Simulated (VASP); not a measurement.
PbS (Galena): single point with PBE

The system is PbS (Galena).

```xyz
2
Lattice="0.0000 2.9657 2.9657 2.9657 0.0000 2.9657 2.9657 2.9657 0.0000" Properties=species:S:1:pos:R:3 pbc="T T T"
Pb    0.0000    0.0000    0.0000
S     2.9657    2.9657    2.9657
```

```json
{
 "Program": "VASP 6.6.1",
 "Task": "single point",
 "Functional": "PBE",
 "Potentials or basis": "VASP PAW PBE potentials, release 64 (Pb_d, S)",
 "Cutoff": "520 eV",
 "k mesh": "8 × 8 × 8",
 "Occupations": "gaussian, width 0.011 eV",
 "Spin": "no spin polarisation"
}
```

```json
{
 "Pressure": "2.1 GPa",
 "Band gap on the k mesh": "0.36 eV, direct"
}
```

Levels at points of the mesh, in eV from the valence-band top:
```tsv
k point	band 6	band 7	band 8	band 9	band 10	band 11	band 12	band 13	band 14	band 15
(0.00, 0.00, 0.00)	-13.60	-6.04	-2.17	-2.17	-2.17	5.21	5.21	5.21	6.73	6.73
(0.50, 0.00, 0.00)	-12.36	-8.85	-1.78	-1.78	0.00	0.36	1.96	1.96	8.66	10.12
(0.50, 0.50, 0.00)	-11.93	-7.20	-5.20	-3.44	-3.44	3.86	5.58	5.68	5.68	11.17
```

Wall time 16 s on 1 thread of Intel(R) Xeon(R) Platinum 8488C (Sapphire Rapids), with other jobs on the host, peak memory 0.18 GiB.

Caveat: spin-orbit coupling is left out, which as a rule narrows the gap of such compounds by several tenths of an eV. A k mesh can miss the band edges.
